**Bulk modulus against volume for bcc selenium across seven functionals**

The table holds the zero-pressure volume, bulk modulus and pressure derivative of non-spin-polarised bcc Se from scalar-relativistic plane-wave PAW calculations with LDA, five gradient-corrected functionals and r2SCAN, all on PBE datasets. The program evaluates the Birch-Murnaghan curve of each row at the PBE volume, slides the PBE curve to each equilibrium volume, and compares constant extra pressure, free-electron scaling and an extra pressure falling as $V^{-n}$. At equal volume LDA is softest (63.5 GPa) and BLYP stiffest (87.9 GPa), the reverse of the order at equilibrium. Constant pressure overshoots the trend, free-electron scaling is too shallow, and one fitted $n=1.77$ leaves a root-mean-square misfit of 1.3 GPa, largest for RPBE and revPBE. The output also checks the fitted curves against stress pressures of the same runs and lists exchange enhancement factors at two reduced gradients, which order the volumes from LDA to RPBE but do not place BLYP.

Bcc Se by DFT in Ansatz 0.2.0, with plane waves, scalar-relativistic PAW datasets made for PBE, no spin polarisation and Fermi-Dirac smearing of width 0.1 eV. Volume, bulk modulus and its pressure derivative come from a third-order Birch-Murnaghan fit to seven uniform scalings of the cell, with energies extrapolated to zero smearing.

## Analysis program

```python
# Table: V0, B0, B' of non-magnetic bcc Se (Ansatz 0.2.0, plane-wave PAW made for PBE, scalar-relativistic), seven functionals.
# Tested: does B0 fall by intrinsic softening, by sliding along one curve (constant pressure), or as V^(-5/3)?
T = {
    'functional': ['LDA', 'PBEsol', 'PBE', 'revPBE', 'RPBE', 'BLYP', 'r2SCAN'],
    'wave_cutoff': ['420 eV', '420 eV', '420 eV', '420 eV', '420 eV', '420 eV', '500 eV'],
    'k_mesh': ['15×15×15', '15×15×15', '14×14×14', '14×14×14', '14×14×14', '14×14×14', '15×15×15'],
    'volume': [18.99, 19.32, 20.42, 20.81, 20.97, 22.71, 20.36],  # Å³
    'bulk_modulus': [88.6, 83.9, 72.5, 67.2, 65.1, 54.6, 74.2],  # GPa
    'bulk_modulus_pressure_derivative': [4.41, 4.44, 4.54, 4.62, 4.66, 4.71, 4.43],
}
import numpy as np
from itertools import product
from scipy.optimize import brentq
from scipy.constants import hbar, m_e
F = T['functional']; ix = {f: i for i, f in enumerate(F)}; p = ix['PBE']
V, B, D = (np.array(T[k], float) for k in ('volume', 'bulk_modulus', 'bulk_modulus_pressure_derivative'))
def bm(v, V0, B0, d):  # third-order Birch-Murnaghan: returns P(v), B(v)
    f = ((V0/v)**(2/3)-1)/2; g = (1+2*f)**2.5
    return 3*B0*f*g*(1+1.5*(d-4)*f), B0*g*(1+(3*d-5)*f+13.5*(d-4)*f*f)
a, z = ix['LDA'], ix['BLYP']
print(f"LDA to BLYP: V0 {100*(V[z]/V[a]-1):+.1f} %, B0 {100*(B[z]/B[a]-1):+.1f} %; rounding 0.005 A^3, 0.05 GPa, 0.005 in B'")
s, c = np.polyfit(np.log(V), np.log(B), 1); r = B-np.exp(c)*V**s; w = np.argmax(abs(r))
print(f"power law B0~V0^s: s = {s:.2f} (one curve: {-D[p]:.2f}; free electrons: -1.67), worst {F[w]} {r[w]:+.1f} GPa")
for x, y in [('LDA', 'PBEsol'), ('PBE', 'revPBE'), ('PBE', 'RPBE'), ('PBE', 'BLYP'), ('PBEsol', 'PBE')]:
    i, j = ix[x], ix[y]; same = 'same' if T['k_mesh'][i] == T['k_mesh'][j] else 'different'
    print(f"  slope {x} to {y}: {np.log(B[j]/B[i])/np.log(V[j]/V[i]):.2f} ({same} mesh)")
ne = 6/(V[p]*1e-30); Bfe = 2/3*ne*hbar**2*(3*np.pi**2*ne)**(2/3)/(2*m_e)/1e9
print(f"free-electron B, 6 electrons at PBE volume: {Bfe:.0f} GPa = {Bfe/B[p]:.1f} x PBE")
Pf, Bf = bm(V[p], V, B, D)
print(f"A. each row's own curve at the PBE volume {V[p]:.2f} A^3 (GPa); n = dB/dP with range from rounding")
print("functional  V/V0     P      B  B-B(PBE)  B0-B0(PBE)   n")
for i, f in enumerate(F):
    t = ''
    if i != p:
        ns = []
        for e in product((-1, 1), repeat=5):
            q, b = bm(V[p]+.005*e[0], V[i]+.005*e[1], B[i]+.05*e[2], D[i]+.005*e[3])
            ns.append((b-B[p]-.05*e[4])/q)
        t = f"{(Bf[i]-B[p])/Pf[i]:.2f} [{min(ns):.2f}, {max(ns):.2f}]"
    print(f"{f:8s} {V[p]/V[i]:7.3f} {Pf[i]:+6.2f} {Bf[i]:6.1f} {Bf[i]-B[p]:+7.1f} {B[i]-B[p]:+9.1f}   {t}")
print(f"LDA at that volume if given the B' of PBE: B changes by {bm(V[p], V[a], B[a], D[p])[1]-Bf[a]:+.2f} GPa")
Ps, Bs = bm(V, V[p], B[p], D[p]); dP = -Ps; stiff = B-Bs
n = dP@stiff/(dP@dP); res = stiff-n*dP; fe = B-B[p]*(V/V[p])**(-5/3)
print(f"B. PBE curve at each V0 (GPa); one fitted n = {n:.2f}, expected slope n-B' = {n-D[p]:.2f}")
print("functional extra P  B slid  sliding part  stiffness part  misfit one n  misfit V^-5/3")
for i, f in enumerate(F):
    print(f"{f:8s} {dP[i]:+7.2f} {Bs[i]:7.1f} {Bs[i]-B[p]:+10.1f} {stiff[i]:+13.1f} {res[i]:+13.1f} {fe[i]:+13.1f}")
m = np.arange(len(F)) != p; rms = lambda u: np.sqrt(np.mean(u[m]**2))
print(f"rms misfit, six rows (GPa): constant pressure {rms(stiff):.1f}, V^-5/3 {rms(fe):.1f}, one n {rms(res):.1f}")
# stress pressures (GPa) at volume factors 0.88, 1.00, 1.08 and TS (eV) at 1.00: further outputs of the same runs
S = {'LDA': (15.74064, .40001, -5.481693, .028591), 'PBEsol': (14.98735, .40776, -5.162712, .028773),
     'PBE': (12.9437, .34419, -4.41471, .02281), 'revPBE': (12.07776, .32611, -4.069119, .023083),
     'RPBE': (11.6396, .26714, -3.965547, .023209), 'BLYP': (9.523502, .12707, -3.348457, .024872),
     'r2SCAN': (13.36681, .42724, -4.521729, .029282)}
print("C. fitted curve minus stress pressure at factors 0.88, 1.08 (GPa); mesh, B', TS (eV)")
for i, f in enumerate(F):
    v1 = brentq(lambda v: bm(v, V[i], B[i], D[i])[0]-S[f][1], .9*V[i], 1.1*V[i])
    e1, e2 = (bm(k*v1, V[i], B[i], D[i])[0]-S[f][j] for k, j in ((.88, 0), (1.08, 2)))
    print(f"{f:8s} {e1:+.2f} {e2:+.2f}  mesh {str(T['k_mesh'][i])[:2]}  B' {D[i]:.2f}  TS {S[f][3]:.4f}")
# exchange enhancement factors, with the constants that define the functionals
pbe = lambda s, mu, k: 1+k-k/(1+mu*s*s/k)
def b88(s):
    x = 2*(6*np.pi**2)**(1/3)*s
    return 1+.0042*x*x/(1+6*.0042*x*np.arcsinh(x))/(1.5*(3/(4*np.pi))**(1/3))
sv = np.array([1., 2.])
Fx = {'LDA': sv**0, 'PBEsol': pbe(sv, 10/81, .804), 'PBE': pbe(sv, .2195, .804), 'revPBE': pbe(sv, .2195, 1.245),
      'RPBE': 1+.804*(1-np.exp(-.2195*sv**2/.804)), 'BLYP': b88(sv)}
for k in (0, 1):
    print(f"Fx(s={sv[k]:.0f}): " + ", ".join(f"{f} {u[k]:.3f}" for f, u in Fx.items()))
print("V0 - V0(PBE), %: " + ", ".join(f"{f} {100*(V[i]/V[p]-1):+.1f}" for i, f in enumerate(F) if i != p))
assert np.all(np.diff(B[np.argsort(V)]) < 0)
assert Bf[a] < B[p] < Bf[z]
assert -D.min() < s < -5/3
assert np.all(Fx['BLYP'] < Fx['revPBE']) and V[z] == V.max()
```

Running it gives:

```
LDA to BLYP: V0 +19.6 %, B0 -38.4 %; rounding 0.005 A^3, 0.05 GPa, 0.005 in B'
power law B0~V0^s: s = -2.75 (one curve: -4.54; free electrons: -1.67), worst RPBE -1.9 GPa
  slope LDA to PBEsol: -3.16 (same mesh)
  slope PBE to revPBE: -4.01 (same mesh)
  slope PBE to RPBE: -4.05 (same mesh)
  slope PBE to BLYP: -2.67 (same mesh)
  slope PBEsol to PBE: -2.64 (different mesh)
free-electron B, 6 electrons at PBE volume: 506 GPa = 7.0 x PBE
A. each row's own curve at the PBE volume 20.42 A^3 (GPa); n = dB/dP with range from rounding
functional  V/V0     P      B  B-B(PBE)  B0-B0(PBE)   n
LDA        1.075  -5.48   63.5    -9.0     +16.1   1.64 [1.60, 1.68]
PBEsol     1.057  -4.11   65.1    -7.4     +11.4   1.80 [1.75, 1.85]
PBE        1.000  +0.00   72.5    +0.0      +0.0   
revPBE     0.981  +1.33   73.3    +0.8      -5.3   0.58 [0.39, 0.77]
RPBE       0.974  +1.84   73.6    +1.1      -7.4   0.58 [0.43, 0.71]
BLYP       0.899  +7.46   87.9   +15.4     -17.9   2.06 [2.03, 2.09]
r2SCAN     1.003  -0.22   73.2    +0.7      +1.7   -3.40 [-5.51, -1.89]
LDA at that volume if given the B' of PBE: B changes by -0.65 GPa
B. PBE curve at each V0 (GPa); one fitted n = 1.77, expected slope n-B' = -2.77
functional extra P  B slid  sliding part  stiffness part  misfit one n  misfit V^-5/3
LDA        -6.21    99.7      +27.2         -11.1          -0.1          +6.8
PBEsol     -4.55    92.6      +20.1          -8.7          -0.6          +4.4
PBE        -0.00    72.5       +0.0          +0.0          +0.0          +0.0
revPBE     +1.31    66.5       -6.0          +0.7          -1.6          -3.0
RPBE       +1.81    64.1       -8.4          +1.0          -2.3          -4.3
BLYP       +6.06    43.3      -29.2         +11.3          +0.5          -6.1
r2SCAN     -0.21    73.5       +1.0          +0.7          +1.1          +1.3
rms misfit, six rows (GPa): constant pressure 7.4, V^-5/3 4.7, one n 1.3
C. fitted curve minus stress pressure at factors 0.88, 1.08 (GPa); mesh, B', TS (eV)
LDA      -0.03 +0.01  mesh 15  B' 4.41  TS 0.0286
PBEsol   -0.03 +0.00  mesh 15  B' 4.44  TS 0.0288
PBE      +0.05 -0.03  mesh 14  B' 4.54  TS 0.0228
revPBE   +0.05 -0.04  mesh 14  B' 4.62  TS 0.0231
RPBE     +0.05 -0.04  mesh 14  B' 4.66  TS 0.0232
BLYP     +0.14 -0.07  mesh 14  B' 4.71  TS 0.0249
r2SCAN   -0.03 +0.00  mesh 15  B' 4.43  TS 0.0293
Fx(s=1): LDA 1.000, PBEsol 1.107, PBE 1.172, revPBE 1.187, RPBE 1.192, BLYP 1.178
Fx(s=2): LDA 1.000, PBEsol 1.306, PBE 1.420, revPBE 1.515, RPBE 1.534, BLYP 1.467
V0 - V0(PBE), %: LDA -7.0, PBEsol -5.4, revPBE +1.9, RPBE +2.7, BLYP +11.2, r2SCAN -0.3
```
